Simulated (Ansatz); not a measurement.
`CBC(C)=O` + `OC1=CB1` → `CBC1=CB1` + `CC(=O)O`  (formal exchange of groups at a B–C bond)

Isolated molecules relaxed with PBE0-D4/def2-TZVP in Ansatz; ΔE leaves out vibrations. CCSD(T)/CBS is the MP2 limit (def2-TZVPP, def2-QZVPP) plus CCSD(T) − MP2 in def2-TZVPP, frozen cores. Functionals use def2-TZVPP. One conformer a species, not always the lowest.

`CBC(C)=O`:

Cartesian coordinates in Å:
```
C -0.009 0.272 1.887
B 0.795 0.129 0.562
C 0.137 0.362 -0.836
C -0.522 -0.570 -1.794
O 0.259 1.560 -1.048
H -0.102 -0.744 2.300
H 0.529 0.845 2.645
H -1.017 0.673 1.773
H 1.977 -0.068 0.571
H 0.183 -1.358 -2.077
H -0.865 -0.038 -2.682
H -1.365 -1.065 -1.302
```

`OC1=CB1`:

```xyz
7

O     0.893   -0.130    1.465
C     0.204   -0.025    0.339
C    -0.042   -0.766   -0.757
B    -0.671    0.560   -0.688
H     0.776    0.677    1.977
H     0.195   -1.726   -1.193
H    -1.356    1.411   -1.142
```

`CBC1=CB1`:

Z-matrix (Å, degrees):
```
C
B 1 1.562
H 1 1.097 2 108.4
H 1 1.095 2 110.3 3 -114.4
H 1 1.090 2 115.2 3 121.7
C 2 1.495 1 123.2 3 -122.1
H 2 1.201 1 119.8 3 61.4
B 6 1.508 2 144.4 1 -88.5
C 6 1.357 2 155.8 1 91.5
H 8 1.181 6 147.8 2 -0.1
H 9 1.081 6 135.0 2 0.1
```

`CC(=O)O`:

Cartesian coordinates in Å:
```
C -0.554 0.772 0.141
C 0.328 -0.434 0.211
O 0.752 -0.939 1.214
O 0.609 -0.915 -1.014
H -0.066 1.552 -0.446
H -1.486 0.518 -0.368
H -0.761 1.132 1.145
H 1.178 -1.686 -0.882
```

| level | ΔE (kcal/mol) |
| --- | --- |
| PBE0-D4 | -30.5 |
| ωB97X-V | -30.7 |
| r2SCAN | -31.2 |
| MP2/def2-QZVPP | -31.8 |

What does CCSD(T)/CBS give? (An estimate is asked.)

The calculation gave: -30.4 kcal/mol. The listed levels differ from it by -0.1, -0.3, -0.8, -1.4 kcal/mol.

Largest T1 diagnostic among the species: 0.017.

In def2-TZVPP, CCSD(T) changes the Hartree–Fock value by +2.9 kcal/mol (the triples alone add +0.4 kcal/mol) and MP2 by +1.5 kcal/mol. From PBE to PBE0 (25 % exact exchange), in def2-TZVPP and without D4, ΔE moves by −1.9 kcal/mol.

CCSD(T)/CBS has its own doubt, a few kJ/mol and more with outer-core shells, so smaller differences from it don't rank the levels.
